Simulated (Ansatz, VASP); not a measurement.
## NiO in VASP and in Ansatz

```
CELL_PARAMETERS angstrom
0.00000 2.13374 2.13374
2.13374 0.00000 2.13374
2.13374 2.13374 0.00000
ATOMIC_POSITIONS crystal
Ni 0.00000 0.00000 0.00000
O 0.50000 0.50000 0.50000
```

Alike in both runs: functional PBE; k mesh 12 × 12 × 12; occupations gaussian, width 0.02 eV; collinear spin; Hubbard terms Ni d U = 6.2 eV.

Ansatz relaxed the structure, and its values are those at the end. VASP's run is a single point on that final structure, the one shown.

```csv
,VASP,Ansatz
version,VASP 6.6.1,Ansatz 0.2.0
potentials or method,"VASP PAW PBE potentials, release 64 (Ni, O)","scalar-relativistic, plane waves, PAW"
plane-wave cutoff (eV),520,420
valence electrons in the cell,16,24
```

|  | VASP | Ansatz | Ansatz less VASP |
| --- | --- | --- | --- |
| gap on the k mesh at the Fermi level (eV) | 2.36 | 1.94 | -0.423 |
| least direct gap on the mesh (eV) | 3.16 | 2.96 | -0.200 |
| pressure (GPa) | -8.2 | 0.0 | +8.23 |
| net moment per atom (μB) | 1.00 | 1.00 | 0.000 |
| size of the moment on the site where the two differ most (μB) | 1.83 | 1.74 | -0.090 |

Site moments also hang on the region over which each program counts them. The programs project onto different local orbitals, so the same U acts differently. The two sets of potentials don't hold the same shells in valence.

Caveats: a cell with one magnetic atom can't hold antiferromagnetic order, which such compounds often take. A k mesh can miss the band edges. The state reached can hang on the start; a lower one may exist.
